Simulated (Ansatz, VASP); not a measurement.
Re: VASP beside Ansatz

```
Re
1.0
     0.00000    1.93033    1.93033
     1.93033    0.00000    1.93033
     1.93033    1.93033    0.00000
Re
1
Direct
  0.00000 0.00000 0.00000
```

Alike in both runs: functional LDA; k mesh 18 × 18 × 18; occupations fermi-dirac, width 0.05 eV; no spin polarisation.

Ansatz relaxed the structure, and its values are those at the end. VASP's run is a single point on that final structure, the one shown.

|  | VASP | Ansatz |
| --- | --- | --- |
| version | VASP 6.6.1 | Ansatz 0.2.0 |
| potentials or method | VASP PAW LDA potentials, release 64 (Re), cutoff 520 eV | all-electron LAPW, scalar-relativistic |

```csv
,VASP,Ansatz,Ansatz less VASP
pressure (GPa),1.4,0.0,-1.41
```

Ansatz ran all-electron here, so the differences hold the error of VASP's frozen core and of both bases.

Spin-orbit coupling is left out, which matters for the levels of Re.
